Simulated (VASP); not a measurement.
Input of a VASP 6.6.1 run:

Contents of INCAR:

```
SYSTEM = K
ADDGRID = .False. ; ALGO = Normal
EDIFF = 1E-8 ; ENCUT = 900
GGA = PE ; ISIF = 2
ISMEAR = 0 ; LASPH = .True.
LCHARG = .False. ; LREAL = .False.
LWAVE = .False. ; NELM = 100
PREC = Accurate ; SIGMA = 0.05
```

Contents of KPOINTS:

```
k-points
0
Gamma
  17 17 17
  0 0 0
```

POSCAR

```
K
1.0
    0.0000000000      3.3918728180      3.3918728180
    3.3918728180      0.0000000000      3.3918728180
    3.3918728180      3.3918728180      0.0000000000
K
1
Direct
    0.0000000000      0.0000000000      0.0000000000
```

Potentials or basis: VASP PAW PBE potentials, release 64 (K_sv).

Launch:

```sh
$ cat potpaw_PBE.64/K_sv/POTCAR > POTCAR
$ mpirun -np 1 vasp_std > vasp.out
```

Q: Predict the pressure.

A: -0.2 GPa.

Q: Estimate the band gap on the k mesh.

A: None (metal or under the smearing width).
